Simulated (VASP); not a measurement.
# Pb (Fm-3m) in VASP: further runs, part 2 of 2

VASP 6.6.1. Earlier steps stand in the parts before.

### Step 3. Equation of state, PBE, 29.11 Å³/atom (volume scaled by 0.96)

INCAR reads:

```
SYSTEM = Pb
ALGO = Normal
EDIFF = 1E-7
ENCUT = 520
GGA = PE
ISIF = 2
ISMEAR = -1
LASPH = .True.
LCHARG = .False.
LREAL = .False.
LWAVE = .False.
NBANDS = 13
NELM = 100
PREC = Accurate
SIGMA = 0.05
```

KPOINTS reads:

```
k-points
0
Gamma
  9 9 9
  0 0 0
```

POSCAR reads:

```
Pb
1.0
    0.0000000000      2.4415696833      2.4415696833
    2.4415696833      0.0000000000      2.4415696833
    2.4415696833      2.4415696833      0.0000000000
Pb
1
Direct
    0.0000000000      0.0000000000      0.0000000000
```

Potentials or basis: VASP PAW PBE potentials, release 64 (Pb_d).

The run is started by

```
> cat potpaw_PBE.64/Pb_d/POTCAR > POTCAR
> mpirun -np 1 vasp_std > vasp.out
```

Run time: 9.1 s. Hardware: 1 thread of AMD EPYC 9R45 (Zen 5), shared host; peak memory 0.12 GiB.

The run converged. Its results:

```yaml
Free_energy: -3.5445 eV
Pressure: 4.5 GPa
Band_gap_on_the_k_mesh: none (metal or under the smearing width)
```

### Step 4. Equation of state, PBE, 29.72 Å³/atom (volume scaled by 0.98)

INCAR reads:

```
PREC = Accurate
ENCUT = 520
EDIFF = 1E-7
ISMEAR = -1
SIGMA = 0.05
LREAL = F
LASPH = T
NELM = 100
ALGO = Normal
ISIF = 2
LWAVE = F
LCHARG = F
GGA = PE
NBANDS = 13
```

KPOINTS reads:

```
Automatic mesh
0
Gamma
  9 9 9
```

POSCAR reads:

```
Pb
1.0
    0.0000000000      2.4584086270      2.4584086270
    2.4584086270      0.0000000000      2.4584086270
    2.4584086270      2.4584086270      0.0000000000
Pb
1
Direct
    0.0000000000      0.0000000000      0.0000000000
```

The run is started by

```
> cat potpaw_PBE.64/Pb_d/POTCAR > POTCAR
> mpirun -np 1 vasp_std > vasp.out
```

Run time: 9.6 s. Hardware: 1 thread of AMD EPYC 9R45 (Zen 5), shared host; peak memory 0.12 GiB.

It converged, with:

- Free energy: -3.5596 eV
- Pressure: 3.3 GPa
- Band gap on the k mesh: none (metal or under the smearing width)

### Step 5. Equation of state, PBE, 30.93 Å³/atom (volume scaled by 1.02)

INCAR reads:

```
SYSTEM = Pb
  PREC = Accurate
  ENCUT = 520
  EDIFF = 1E-7
  ISMEAR = -1
  SIGMA = 0.05
  LREAL = .FALSE.
  LASPH = .TRUE.
  NELM = 60
  ALGO = Normal
  ISIF = 2
  LWAVE = .FALSE.
  LCHARG = .FALSE.
  GGA = PE
  NBANDS = 13
```

KPOINTS reads:

```
Automatic mesh
0
G
  9 9 9
  0 0 0
```

POSCAR reads:

```
Pb
1.0
    0.0000000000      2.4914113386      2.4914113386
    2.4914113386      0.0000000000      2.4914113386
    2.4914113386      2.4914113386      0.0000000000
Pb
1
Direct
    0.0000000000      0.0000000000      0.0000000000
```

The run is started by

```
> cat potpaw_PBE.64/Pb_d/POTCAR > POTCAR
> mpirun -np 1 vasp_std > vasp.out
```

Run time: 9.5 s. Hardware: 1 thread of AMD EPYC 9R45 (Zen 5), shared host; peak memory 0.13 GiB.

The run converged. Its results:

```
Free energy            : -3.5770 eV
Pressure               : 1.2 GPa
Band gap on the k mesh : none (metal or under the smearing width)
```

### Step 6. Equation of state, PBE, 31.54 Å³/atom (volume scaled by 1.04)

INCAR reads:

```
SYSTEM = Pb
ALGO     = Normal         ! electronic algorithm
EDIFF    = 1E-7           ! SCF threshold, eV
ENCUT    = 520            ! plane-wave cutoff, eV
GGA      = PE             ! functional
ISIF     = 2              ! what is computed and relaxed
ISMEAR   = -1             ! smearing method
LASPH    = .True.         ! aspherical terms in the spheres
LCHARG   = .False.        ! write CHGCAR
LREAL    = .False.        ! projectors in reciprocal space
LWAVE    = .False.        ! write WAVECAR
NBANDS   = 13             ! bands
NELM     = 60             ! most SCF steps
PREC     = Accurate       ! precision mode
SIGMA    = 0.05           ! smearing width, eV
```

KPOINTS reads:

```
k-points
0
Gamma
  9 9 9
  0 0 0
```

POSCAR reads:

```
Pb
1.0
    0.0000000000      2.5075897876      2.5075897876
    2.5075897876      0.0000000000      2.5075897876
    2.5075897876      2.5075897876      0.0000000000
Pb
1
Direct
    0.0000000000      0.0000000000      0.0000000000
```

Potentials or basis: VASP PAW PBE potentials, release 64 (Pb_d).

The run is started by

```
> cat potpaw_PBE.64/Pb_d/POTCAR > POTCAR
> mpirun -np 1 vasp_std > vasp.out
```

Wall time 8.2 s (1 thread of AMD EPYC 9R45 (Zen 5), shared host); peak memory 0.12 GiB.

Results (log left out):

| Quantity | Value |
| --- | --- |
| Free energy | -3.5804 eV |
| Pressure | 0.4 GPa |
| Band gap on the k mesh | none (metal or under the smearing width) |

### Step 7. Equation of state, PBE, 32.14 Å³/atom (volume scaled by 1.06)

INCAR reads:

```
  PREC = Accurate
  ENCUT = 520
  EDIFF = 1E-7
  ISMEAR = -1
  SIGMA = 0.05
  LREAL = F
  LASPH = T
  NELM = 100
  ALGO = Normal
  ISIF = 2
  LWAVE = F
  LCHARG = F
  GGA = PE
  NBANDS = 13
```

KPOINTS reads:

```
regular mesh
0
Gamma
  9 9 9
```

POSCAR reads:

```
Pb
1.0
    0.0000000000      2.5235621278      2.5235621278
    2.5235621278      0.0000000000      2.5235621278
    2.5235621278      2.5235621278      0.0000000000
Pb
1
Direct
    0.0000000000      0.0000000000      0.0000000000
```

The run is started by

```
> cat potpaw_PBE.64/Pb_d/POTCAR > POTCAR
> mpirun -np 1 vasp_std > vasp.out
```

Wall time 9.8 s (1 thread of AMD EPYC 9R45 (Zen 5), shared host); peak memory 0.12 GiB.

The run converged. Its results:

| Property | Result |
| --- | --- |
| Free energy | -3.5806 eV |
| Pressure | -0.4 GPa |
| Band gap on the k mesh | none (metal or under the smearing width) |

### Step 8. Equation of state, PBE

Potentials or basis: VASP PAW PBE potentials, release 64 (Pb_d).

No new run: the results of the series are fitted here.

Results:

- Equilibrium volume: 31.89 Å³/atom
- Bulk modulus: 40 GPa
- Pressure derivative of the bulk modulus: 5.4

Energy against volume, from the lowest point:
| volume (Å³/atom) | energy (meV/atom) |
| --- | --- |
| 28.503 | 56.10 |
| 29.110 | 36.06 |
| 29.716 | 20.99 |
| 30.323 | 10.30 |
| 30.929 | 3.56 |
| 31.535 | 0.26 |
| 32.142 | 0.00 |

Spin-orbit coupling is left out, which matters for the levels of Pb.

### Step 9. Equation of state, PBEsol, 28.50 Å³/atom (volume scaled by 0.94)

INCAR reads:

```
ALGO     = Normal         # electronic algorithm
EDIFF    = 1E-7           # SCF threshold, eV
ENCUT    = 520            # plane-wave cutoff, eV
GGA      = PS             # functional
ISIF     = 2              # what is computed and relaxed
ISMEAR   = -1             # smearing method
LASPH    = True           # aspherical terms in the spheres
LCHARG   = False          # write CHGCAR
LREAL    = False          # projectors in reciprocal space
LWAVE    = False          # write WAVECAR
NBANDS   = 13             # bands
NELM     = 80             # most SCF steps
PREC     = Accurate       # precision mode
SIGMA    = 0.05           # smearing width, eV
```

KPOINTS reads:

```
k-points
0
Gamma
  9 9 9
```

POSCAR reads:

```
Pb
1.0
    0.0000000000      2.4244952108      2.4244952108
    2.4244952108      0.0000000000      2.4244952108
    2.4244952108      2.4244952108      0.0000000000
Pb
1
Direct
    0.0000000000      0.0000000000      0.0000000000
```

Potentials or basis: VASP PAW PBE potentials, release 64 (Pb_d).

The run is started by

```
> cat potpaw_PBE.64/Pb_d/POTCAR > POTCAR
> mpirun -np 1 vasp_std > vasp.out
```

Run time: 12 s. Hardware: 1 thread of Intel Xeon Platinum 8259CL at 2.50GHz (Skylake/Cascade Lake), shared host; peak memory 0.16 GiB.

Results (log left out):

- Free energy: -4.0062 eV
- Pressure: 2.7 GPa
- Band gap on the k mesh: none (metal or under the smearing width)

Caveat: the PAW data sets were made with another functional, which shifts forces and pressure a little.

### Step 10. Equation of state, PBEsol, 29.11 Å³/atom (volume scaled by 0.96)

INCAR is that of step 9.

KPOINTS is that of step 9.

POSCAR reads:

```
Pb
1.0
    0.0000000000      2.4415696833      2.4415696833
    2.4415696833      0.0000000000      2.4415696833
    2.4415696833      2.4415696833      0.0000000000
Pb
1
Direct
    0.0000000000      0.0000000000      0.0000000000
```

The run is started by

```
> cat potpaw_PBE.64/Pb_d/POTCAR > POTCAR
> mpirun -np 1 vasp_std > vasp.out
```

Wall time 13 s (1 thread of Intel Xeon Platinum 8259CL at 2.50GHz (Skylake/Cascade Lake), shared host); peak memory 0.16 GiB.

Results (log left out):

| Property | Result |
| --- | --- |
| Free energy | -4.0142 eV |
| Pressure | 1.4 GPa |
| Band gap on the k mesh | none (metal or under the smearing width) |

Caveat: the PAW data sets were made with another functional, which shifts forces and pressure a little.

### Step 11. Equation of state, PBEsol, 29.72 Å³/atom (volume scaled by 0.98)

INCAR is that of step 10.

KPOINTS is that of step 10.

POSCAR reads:

```
Pb
1.0
    0.0000000000      2.4584086270      2.4584086270
    2.4584086270      0.0000000000      2.4584086270
    2.4584086270      2.4584086270      0.0000000000
Pb
1
Direct
    0.0000000000      0.0000000000      0.0000000000
```

The run is started by

```
> cat potpaw_PBE.64/Pb_d/POTCAR > POTCAR
> mpirun -np 1 vasp_std > vasp.out
```

Run time: 12 s. Hardware: 1 thread of Intel Xeon Platinum 8259CL at 2.50GHz (Skylake/Cascade Lake), shared host; peak memory 0.16 GiB.

It converged, with:

```
Free energy            : -4.0177 eV
Pressure               : 0.3 GPa
Band gap on the k mesh : none (metal or under the smearing width)
```

Caveat: the PAW data sets were made with another functional, which shifts forces and pressure a little.

### Step 12. Equation of state, PBEsol, 30.93 Å³/atom (volume scaled by 1.02)

INCAR is that of step 11.

KPOINTS is that of step 11.

POSCAR reads:

```
Pb
1.0
    0.0000000000      2.4914113386      2.4914113386
    2.4914113386      0.0000000000      2.4914113386
    2.4914113386      2.4914113386      0.0000000000
Pb
1
Direct
    0.0000000000      0.0000000000      0.0000000000
```

Potentials or basis: VASP PAW PBE potentials, release 64 (Pb_d).

The run is started by

```
> cat potpaw_PBE.64/Pb_d/POTCAR > POTCAR
> mpirun -np 1 vasp_std > vasp.out
```

Run time: 11 s. Hardware: 1 thread of Intel Xeon Platinum 8259CL at 2.50GHz (Skylake/Cascade Lake), shared host; peak memory 0.16 GiB.

Results (log left out):

```yaml
Free_energy: -4.0133 eV
Pressure: -1.6 GPa
Band_gap_on_the_k_mesh: none (metal or under the smearing width)
```

Caveat: the PAW data sets were made with another functional, which shifts forces and pressure a little.

### Step 13. Equation of state, PBEsol, 31.54 Å³/atom (volume scaled by 1.04)

INCAR is that of step 12.

KPOINTS is that of step 12.

POSCAR reads:

```
Pb
1.0
    0.0000000000      2.5075897876      2.5075897876
    2.5075897876      0.0000000000      2.5075897876
    2.5075897876      2.5075897876      0.0000000000
Pb
1
Direct
    0.0000000000      0.0000000000      0.0000000000
```

The run is started by

```
> cat potpaw_PBE.64/Pb_d/POTCAR > POTCAR
> mpirun -np 1 vasp_std > vasp.out
```

It took 11 s on 1 thread of Intel Xeon Platinum 8259CL at 2.50GHz (Skylake/Cascade Lake), shared host; peak memory 0.16 GiB.

Results (log left out):

```
Free energy            : -4.0064 eV
Pressure               : -2.3 GPa
Band gap on the k mesh : none (metal or under the smearing width)
```

Caveat: the PAW data sets were made with another functional, which shifts forces and pressure a little.

### Step 14. Equation of state, PBEsol, 32.14 Å³/atom (volume scaled by 1.06)

INCAR is that of step 13.

KPOINTS is that of step 13.

POSCAR reads:

```
Pb
1.0
    0.0000000000      2.5235621278      2.5235621278
    2.5235621278      0.0000000000      2.5235621278
    2.5235621278      2.5235621278      0.0000000000
Pb
1
Direct
    0.0000000000      0.0000000000      0.0000000000
```

The run is started by

```
> cat potpaw_PBE.64/Pb_d/POTCAR > POTCAR
> mpirun -np 1 vasp_std > vasp.out
```

Run time: 19 s. Hardware: 1 thread of Intel Xeon Platinum 8259CL at 2.50GHz (Skylake/Cascade Lake), shared host; peak memory 0.16 GiB.

It converged, with:

```
Free energy            : -3.9967 eV
Pressure               : -3.0 GPa
Band gap on the k mesh : none (metal or under the smearing width)
```

Caveat: the PAW data sets were made with another functional, which shifts forces and pressure a little.

### Step 15. Equation of state, PBEsol

Potentials or basis: VASP PAW PBE potentials, release 64 (Pb_d).

No new run: the results of the series are fitted here.

What came out:

* Equilibrium volume: 29.94 Å³/atom
* Bulk modulus: 49 GPa
* Pressure derivative of the bulk modulus: 5.4

Energy against volume, from the lowest point:
```csv
volume (Å³/atom),energy (meV/atom)
28.503,11.47
29.110,3.50
29.716,0.00
30.323,0.43
30.929,4.38
31.535,11.36
32.142,21.01
```

Caveat: the PAW data sets were made with another functional, which shifts forces and pressure a little. Spin-orbit coupling is left out, which matters for the levels of Pb.

### Step 16. How close it comes

Step 8. The cell as given is a measured one (30.32 Å³/atom); PBE puts the equilibrium volume +5.2 % from it, thermal expansion not counted.

Step 15. The cell as given is a measured one (30.32 Å³/atom); PBEsol puts the equilibrium volume -1.3 % from it, thermal expansion not counted.
